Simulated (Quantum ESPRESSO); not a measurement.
**PtS2: dielectric tensor with PBEsol**

The system is PtS2.

```
Pt S
1.0
     3.54320    0.00000    0.00000
    -1.77160    3.06850    0.00000
     0.00000    0.00000    5.03880
Pt S
1 2
Direct
  0.00000 0.00000 0.00000
  0.66667 0.33333 0.77300
  0.33333 0.66667 0.22700
```

```yaml
Program: Quantum ESPRESSO 7.5
Task: dielectric tensor
Functional: PBEsol
Potentials_or_basis: GBRV 1.5 PBEsol
Cutoff: 612 eV
Density_cutoff: 4898 eV
k_mesh: 6 × 6 × 4
Occupations: fermi-dirac, width 0.05 eV
Spin: no spin polarisation
Mixing_beta: 0.5
Most_SCF_iterations: 120
SCF_threshold: 6e-10 Ry
```

```
Pressure                                : 6.1 GPa
Largest force                           : 0.943 eV/Å
Band gap on the k mesh                  : 0.90 eV, indirect (least direct gap 1.42 eV)
Electronic dielectric tensor (diagonal) : 19.67, 19.67, 9.39
Born charges (mean of the diagonal)     : Pt +1.73; S -0.89 e
```

Forces in eV/Å, atoms in the order of the input:
```
Pt   0.000  0.000  0.000
S    0.000  0.000 -0.943
S    0.000  0.000  0.943
```

Stress tensor (GPa, compression positive):
```
6.29 0.00 0.00
0.00 6.29 0.00
0.00 0.00 5.66
```

Levels at points of the mesh, in eV from the valence-band top:
| k point | band 11 | band 12 | band 13 | band 14 | band 15 | band 16 | band 17 | band 18 |
| --- | --- | --- | --- | --- | --- | --- | --- | --- |
| (0.00, 0.00, 0.00) | -1.79 | -1.13 | -1.13 | -0.12 | 2.46 | 2.46 | 4.65 | 5.61 |
| (0.00, 0.00, -0.50) | -2.52 | -1.32 | -1.32 | -0.90 | 2.94 | 2.94 | 5.32 | 7.24 |
| (0.00, -0.50, 0.00) | -3.33 | -3.25 | -3.02 | -2.35 | 1.75 | 2.84 | 5.43 | 6.37 |
| (0.00, -0.50, -0.50) | -3.28 | -3.11 | -2.73 | -1.36 | 2.08 | 2.35 | 5.28 | 5.38 |

Electronic dielectric tensor:
```
19.67  0.00  0.00
 0.00 19.67  0.00
 0.00  0.00  9.39
```

Born effective charge tensors (e):
atom 1, Pt
```
 2.92  0.00  0.00
 0.00  2.92  0.00
 0.00  0.00 -0.64
```
atom 2, S
```
-1.50  0.00  0.00
 0.00 -1.50  0.00
 0.00  0.00  0.32
```
atom 3, S
```
-1.50  0.00  0.00
 0.00 -1.50  0.00
 0.00  0.00  0.32
```

Run time: 2.2 min on 1 thread of Intel(R) Xeon(R) 6975P-C (Granite Rapids), on a shared host, peak memory 0.2 GiB.

Caveat: the mesh is thin for the dielectric tensor, Born charges and intensities, which usually come out too large; the cell is more than 3 GPa from zero pressure, which shifts response properties; on a mesh that holds Γ this program's dielectric tensor can be off by some percent beyond the error of the mesh; spin-orbit coupling is left out, which moves the levels of the heavy elements; the Born charges break their sum rule by 0.06 e, a sign of too thin a mesh. A k mesh can miss the band edges.
